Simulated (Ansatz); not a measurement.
SnTe: band structure with PBE

**What was measured.**

From a printed reference work, textbook, for a bulk crystal of SnTe at 300 K: band gap 0.18 eV (direct).

The system is SnTe.

```xyz
2
Lattice="0.0000 3.1509 3.1509 3.1509 0.0000 3.1509 3.1509 3.1509 0.0000" Properties=species:S:1:pos:R:3 pbc="T T T"
Te    3.1509    3.1509    3.1509
Sn    0.0000    0.0000    0.0000
```

```json
{
  "Program": "Ansatz 0.2.0",
  "Task": "band structure",
  "Functional": "PBE",
  "Potentials or basis": "JTH PAW",
  "Cutoff": "6600 eV (not typed: the program's choice for these potentials)",
  "k mesh": "7 × 7 × 7",
  "Occupations": "fermi-dirac, width 0.05 eV",
  "Spin": "no spin polarisation",
  "Path": "[[\"G\", \"X\", \"W\", \"K\", \"G\", \"L\", \"U\", \"W\", \"L\", \"K\"], [\"U\", \"X\"]]",
  "Points for each segment of the path": "14"
}
```

```
Pressure                : 2.2 GPa
Band gap along the path : 0.07 eV, indirect (least direct gap 0.13 eV)
```

Levels at the corners of the path, in eV from the Fermi level:
```csv
point,band 6,band 7,band 8,band 9,band 10,band 11,band 12,band 13,band 14,band 15
Γ,-12.89,-4.76,-2.22,-2.22,-2.22,3.37,3.37,3.37,4.73,4.73
X,-11.31,-6.56,-5.65,-3.82,-3.82,2.11,4.91,4.91,6.30,9.27
W,-11.22,-7.46,-4.91,-4.91,-0.90,0.78,4.58,4.58,6.09,6.09
K,-11.27,-7.51,-5.26,-3.32,-2.80,2.97,3.01,4.21,5.49,8.21
Γ,-12.89,-4.76,-2.22,-2.22,-2.22,3.37,3.37,3.37,4.73,4.73
L,-11.61,-8.41,-1.88,-1.88,-0.07,0.06,0.28,0.28,7.84,8.82
U,-11.27,-7.51,-5.26,-3.32,-2.80,2.97,3.01,4.21,5.49,8.21
W,-11.22,-7.46,-4.91,-4.91,-0.90,0.78,4.58,4.58,6.09,6.09
L,-11.61,-8.41,-1.88,-1.88,-0.07,0.06,0.28,0.28,7.84,8.82
K,-11.27,-7.51,-5.26,-3.32,-2.80,2.97,3.01,4.21,5.49,8.21
U,-11.27,-7.51,-5.26,-3.32,-2.80,2.97,3.01,4.21,5.49,8.21
X,-11.31,-6.56,-5.65,-3.82,-3.82,2.11,4.91,4.91,6.30,9.27
```

It took 2.1 min on 2 threads of Arm Neoverse V1, on a shared host, peak memory 3.4 GiB.

Against the measured direct gap of SnTe, 0.18 eV (direct; 300 K; a printed reference work, textbook), the calculated 0.13 eV is off by -0.05 eV. Spin-orbit coupling on Sn, Te is left out. The value is that of PBE, without temperature or zero-point motion. Semilocal functionals fall short of measured gaps as a rule.

Caveat: this odd mesh misses L, where the gap lies, so gap, dielectric constants and Born charges aren't listed; spin-orbit coupling is left out, which moves the levels of the heavy elements.
